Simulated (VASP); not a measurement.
# ZnSe (strained zincblende): one r²SCAN single-point calculation in two programs

```cif
data_structure
_symmetry_space_group_name_H-M 'P 1'
_symmetry_Int_Tables_number 1
_cell_length_a 4.0207
_cell_length_b 4.0207
_cell_length_c 3.8454
_cell_angle_alpha 61.432
_cell_angle_beta 61.432
_cell_angle_gamma 57.136
_cell_volume 43.80
loop_
_atom_site_label
_atom_site_type_symbol
_atom_site_fract_x
_atom_site_fract_y
_atom_site_fract_z
_atom_site_occupancy
Zn1 Zn 0.00000 0.00000 0.00000 1
Se1 Se 0.25000 0.25000 0.25000 1
```

The two codes use different PAW datasets and cutoffs. VASP's cell holds 18 valence electrons and Ansatz's 28. Ansatz's stress includes a Pulay correction; VASP's doesn't.

Cutoffs: 520 eV in VASP, 500 eV in Ansatz. k meshes: 8×8×8 and 8×8×8.

```
                              VASP   Ansatz
gap between bands v and c  1.88 eV  1.87 eV
         least direct gap  1.88 eV  1.87 eV
                 pressure  2.6 GPa  2.5 GPa
```

Band v is the last that the valence electrons fill when counted band by band, and c is the next. Levels in eV from the top of v, Ansatz:

| point | v−1 | v | c | c+1 |
| --- | --- | --- | --- | --- |
| Γ | 0.00 | 0.00 | 1.87 | 6.22 |
| X | -2.15 | -2.15 | 3.47 | 4.32 |
| K | -3.43 | -2.21 | 3.63 | 5.76 |
| L | -1.34 | -0.78 | 2.89 | 6.54 |
| W | -3.03 | -3.01 | 5.90 | 6.28 |

VASP:

| point | v−1 | v | c | c+1 |
| --- | --- | --- | --- | --- |
| Γ | 0.00 | 0.00 | 1.88 | 6.21 |
| X | -2.15 | -2.15 | 3.46 | 4.32 |
| K | -3.43 | -2.21 | 3.63 | 5.76 |
| L | -1.34 | -0.77 | 2.89 | 6.53 |
| W | -3.03 | -3.01 | 5.90 | 6.28 |
